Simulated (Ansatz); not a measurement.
**H₅ClO₂: ³⁵Cl nuclear quadrupole resonance**

Cell: a Materials Project structure (computed, not necessarily an observed phase).

```cif
data_H5ClO2
_symmetry_space_group_name_H-M 'P2_1/c'
_symmetry_Int_Tables_number 14
_cell_length_a 3.9245
_cell_length_b 11.9843
_cell_length_c 6.7129
_cell_angle_alpha 90.000
_cell_angle_beta 100.905
_cell_angle_gamma 90.000
loop_
_atom_site_label
_atom_site_type_symbol
_atom_site_symmetry_multiplicity
_atom_site_Wyckoff_symbol
_atom_site_fract_x
_atom_site_fract_y
_atom_site_fract_z
H1 H 4 e 0.2261 0.6023 0.9066
H5 H 4 e 0.2179 0.4810 0.8073
H9 H 4 e 0.7093 0.6936 0.5692
H13 H 4 e 0.4336 0.9027 0.1534
H17 H 4 e 0.3802 0.8518 0.9054
Cl Cl 4 e 0.0250 0.8269 0.6528
O25 O 4 e 0.3107 0.5570 0.8043
O29 O 4 e 0.5580 0.6276 0.5271
```

One atom of each set is listed.

Method: Kohn–Sham DFT in Ansatz, LDA, plane waves and PAW, scalar-relativistic, 420 eV cutoff, Γ-centred 6×2×4 k-points, Fermi–Dirac smearing 0.02 eV.

³⁵Cl: I = 3/2, Q = -81.12 mb (year-2017 value). Static lattice, zero field.

Question: At which frequencies do the ³⁵Cl NQR lines lie?

Answer: For I = 3/2 there is one line, ν = (|C_Q|/2)(1 + η²/3)^½.

```
site  atoms  V_zz (10²¹ V/m²)  C_Q (MHz)     η  line frequencies (MHz)
  Cl      4              2.82      -5.53  0.69                    2.98
```

Question: And for ³⁷Cl (I = 3/2, Q = -63.93 mb) on Cl?

Answer: C_Q scales with Q to -4.36 MHz, with lines at 2.35 MHz.

The largest force is 0.7 eV/Å, so the atoms aren't at the calculated equilibrium and relaxing them would move these values.
